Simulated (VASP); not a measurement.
# SnO in VASP: one cell, several levels of theory

Aim: gap, levels, forces and stress of SnO built on the rocksalt prototype, under +5.9 % strain along z alone at fixed geometry. Runs: PBE, r2SCAN. This is a trial cell built on a prototype, not taken from a measured structure, and it needn't be the compound's ground state.

Code: VASP 6.6.1. PAW datasets, plane waves. (Calculated; spin-unpolarised; the phase may be known or hypothetical.)

## (1) Starting point

The cell comes from an earlier relaxation with r2SCAN in another program, then strained, with the atoms relaxed again.

Space group I4/mmm (No. 139), tetragonal; conventional cell a = 3.588 Å, c = 5.374 Å, 17.29 Å³ an atom. Sn has 6 O at 2.54–2.69 Å; O has 6 Sn at 2.54–2.69 Å.

As a file:

```cif
data_structure
_symmetry_space_group_name_H-M 'I4/mmm'
_symmetry_Int_Tables_number 139
_cell_length_a 3.5878
_cell_length_b 3.5878
_cell_length_c 5.3738
_cell_angle_alpha 90.000
_cell_angle_beta 90.000
_cell_angle_gamma 90.000
_cell_volume 69.17
loop_
_atom_site_label
_atom_site_type_symbol
_atom_site_symmetry_multiplicity
_atom_site_Wyckoff_symbol
_atom_site_fract_x
_atom_site_fract_y
_atom_site_fract_z
_atom_site_occupancy
Sn1 Sn 2 a 0.00000 0.00000 0.00000 1
O1 O 2 b 0.50000 0.50000 0.00000 1
```

## (2) PBE at this geometry

INCAR reads:

```
ENCUT = 520.000000
SIGMA = 0.020000
EDIFF = 1.00e-07
GGA = PE
PREC = Accurate
IBRION = -1
ISIF = 2
ISMEAR = -1
NBANDS = 17
NELM = 120
NSW = 0
LASPH = .TRUE.
LCHARG = .TRUE.
LELF = .TRUE.
LWAVE = .FALSE.
LREAL = .FALSE.
```

KPOINTS reads:

```
KPOINTS created by Atomic Simulation Environment
0
Gamma
8 8 8
0 0 0
```

KPOINTS_OPT reads:

```
special points
9
Reciprocal
0.0000000000 0.0000000000 0.0000000000 1
0.5000000000 0.0000000000 0.5000000000 1
0.6250000000 0.2500000000 0.6250000000 1
0.3750000000 0.3750000000 0.7500000000 1
0.5000000000 0.5000000000 0.5000000000 1
0.5000000000 0.2500000000 0.7500000000 1
0.5000000000 0.4250000000 0.5750000000 1
0.1263020000 0.1451010000 -0.4387210000 1
-0.1240230000 0.0021160000 0.4422200000 1
```

POSCAR reads:

```
Sn O
 1.0000000000000000
     0.0000000000000000    2.5369732561000000    2.6869083754999998
     2.5369732561000000    0.0000000000000000    2.6869083754999998
     2.5369732561000000    2.5369732561000000    0.0000000000000000
 Sn  O
   1   1
Cartesian
  0.0000000000000000  0.0000000000000000  0.0000000000000000
  2.5369732561000000  2.5369732561000000  2.6869083754999998
```

Potentials: the recommended PBE PAW datasets, 20 valence electrons in the neutral cell.

Launch:

```sh
mpirun -np 1 vasp_std
```

## (3) Single point with r2SCAN

INCAR reads:

```
ENCUT = 520.000000
SIGMA = 0.020000
EDIFF = 1.00e-07
ALGO = Normal
METAGGA = R2SCAN
PREC = Accurate
IBRION = -1
ISIF = 2
ISMEAR = -1
NBANDS = 17
NELM = 120
NSW = 0
LASPH = .TRUE.
LCHARG = .FALSE.
LWAVE = .FALSE.
LREAL = .FALSE.
```

KPOINTS is that of step 2.

KPOINTS_OPT is that of step 2.

POSCAR is that of step 2.

Q: Predict the outcome of this session. Wanted: for each run, gap; pressure.

**Answer**, as computed:

```
 level  gap (eV)  pressure (GPa)
   PBE     -0.08           -2.37
r2SCAN      0.04           -4.63
```

A negative gap is an overlap of bands.

In words: The gap spans -0.08 eV (PBE) to 0.04 eV (r2SCAN). Spin-orbit coupling is left out, though the cell holds Sn (Z = 50); in an element this heavy it can shift bands and gaps by tenths of an eV. At this one volume the pressure spans -4.6 GPa (r2SCAN) to -2.4 GPa (PBE): PBE wants the largest cell and r2SCAN the smallest.
